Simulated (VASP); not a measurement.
FeO, 2 atoms in the cell. Symmetry: F-43m, No. 216, cubic system. Conventional cell: a = 4.764 Å, b = 4.764 Å, c = 4.764 Å, α = 90.00°, β = 90.00°, γ = 90.00°. Fe (site symmetry -43m) has 4 O at 2.06 Å as nearest neighbours. Around O (site symmetry -43m) lie 4 Fe at 2.06 Å. The cell comes from a database or a generator and needn't be the stable form of this composition.

- Program: VASP 6.6.1
- Task: single point
- Functional: PBE
- Potentials or basis: VASP PAW PBE potentials, release 64 (Fe, O)
- Cutoff: 520 eV
- k mesh: 10 × 10 × 10
- Occupations: fermi-dirac, width 0.05 eV
- Spin: collinear spin, typed start
- Starting moments: [4.5, 0.0] μB
- Dipole correction: no
- Further INCAR settings: ALGO = Normal; EDIFF = 1e-06; NBANDS = 18

Potentials or basis: VASP PAW PBE potentials, release 64 (Fe, O).

Launch:

```bash
$ cat potpaw_PBE.64/Fe/POTCAR potpaw_PBE.64/O/POTCAR > POTCAR
$ mpirun -np 1 vasp_std > vasp.out
```

Hardware: 1 thread of Intel(R) Xeon(R) 6975P-C (Granite Rapids), on a shared host.

Task: Estimate the wall time of this run.

Result: Run time: 28 s on 1 thread of Intel(R) Xeon(R) 6975P-C (Granite Rapids), on a shared host, peak memory 0.18 GiB. Counts: scf iterations 16, k points 47.
